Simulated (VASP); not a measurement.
Runs of VASP 6.6.1 on Al2O3. The structure is hexagonal, space group P-6m2 (No. 187). The conventional cell has a = 2.884 Å, b = 2.884 Å, c = 9.337 Å, α = 90.00°, β = 90.00°, γ = 120.00°. Al (site symmetry 3m) has 3 O at 1.80 Å as nearest neighbours. O (site symmetry 3m) is surrounded by 3 Al at 1.80 Å. O (site symmetry -6m2) is surrounded by 6 Al at 2.18 Å. Measurements of this composition are mostly on another form, of space group No. 167.

```csv
task,level,potentials or basis,cell,k mesh,cutoff (eV),smearing,ladder,GW scheme,GW iterations,cutoff of the response function,frequency points,mesh quality,gap on the mesh (eV),pressure (GPa),largest force (eV/Å)
relaxation of cell and atoms,PBE+D4,"VASP PAW PBE potentials, release 64 (Al, O)",relaxed,8 × 8 × 3,600,fermi-dirac 0.05 eV,-,-,-,-,-,not flagged,4.57,0.0,-
optical spectrum,PBE,"VASP PAW PBE potentials, release 64 (Al, O)",as given,11 × 11 × 3,520,gaussian 0.02 eV,-,-,-,-,-,not flagged,4.77,0.1,0.01
electron localisation function,PBE,"VASP PAW PBE potentials, release 64 (Al, O)",as given,11 × 11 × 3,520,gaussian 0.02 eV,-,-,-,-,-,not flagged,4.77,0.1,0.01
relaxation of cell and atoms,PBE,"VASP PAW PBE potentials, release 64 (Al, O)",relaxed to 20 GPa,8 × 8 × 3,600,fermi-dirac 0.05 eV,-,-,-,-,-,not flagged,(a),20.1,0.01
```

Alike in all rows: no spin polarisation.

Task: Fill in the values left out.

Result: (a) 4.69.

Caveats: an odd mesh through Γ misses points on the zone boundary, where band edges often lie; spectra need much finer meshes, so this one isn't converged (some runs); independent-particle spectra lack excitons (some runs); the cell is relaxed towards a set pressure, so the enthalpy falls and the energy may rise (some runs).
